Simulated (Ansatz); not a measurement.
## A series in volume per atom on Ta

All results are calculated (Ansatz 0.2.0). Periodic Kohn-Sham DFT of a crystal at fixed atoms; pressure and stress are positive in compression; the energy is the free energy less that of spherical unpolarised free atoms; site moments are those in the method's own spheres, positive along +z.

Cell of the first row (space group Fd-3m, No. 227):
```
cell vectors (Å)
   0.0000     3.0015     3.0015
   3.0015     0.0000     3.0015
   3.0015     3.0015     0.0000
atoms (fractions of the cell vectors)
Ta  0.00000  0.00000  0.00000
Ta  0.25000  0.25000  0.25000
```

Settings of every row: method frozen-core PAW; functional PBE; relativity scalar; k mesh 9x9x9; filling fermi-dirac; smearing width 0.03 eV; wave cutoff 420 eV; paw set soft_2.

Atom start moment: 0 on all atoms.

Limits: no spin-orbit coupling on heavy atoms; some atoms lie unusually close (a squeezed, shaken or made-up cell).

```csv
row,volume per atom (Å³),pressure (GPa)
1,27.042,3.874
2,27.753,1.846
3,28.465,-0.023
4,29.176,?
5,29.888,-3.241
```

Question: what pressure should row 4 give?

Worked fit of pressure. Take u = (V_r/V)^(2/3) − 1 with V_r = 28.109 Å³ an atom, which is twice the finite (Eulerian) strain; such expansions in the strain, on which the Birch-Murnaghan equation of state is built, carry the rest volume and the bulk modulus. The shown rows have u = 0.02613, 0.00853, -0.00836, -0.04009. Least squares give pressure = 0.8892 + 109.876 × u + 170.28 × u² GPa; a straight line predicts inner rows, each left out in turn, worse (root mean square 0.12 against 0.014 GPa). The rows lie off it by -0.003, 0.007, -0.006, 0.001 (root mean square 0.0049 GPa). The pressure vanishes at u = -0.0082, or V = 28.46 Å³ an atom, and there the bulk modulus at fixed shape and fractions is B = −V dP/dV = (2/3)(1 + u) dP/du = 70.8 GPa. The withheld row has u = -0.02453, so the fit gives 0.8892 + 109.876 × (-0.02453) + 170.28 × (-0.02453)² = -1.704 GPa.

The calculation gave -1.718 GPa. The fit lies 0.014 GPa (0.2 % of the column's range) above it; its largest miss of a shown row is 0.007 GPa.
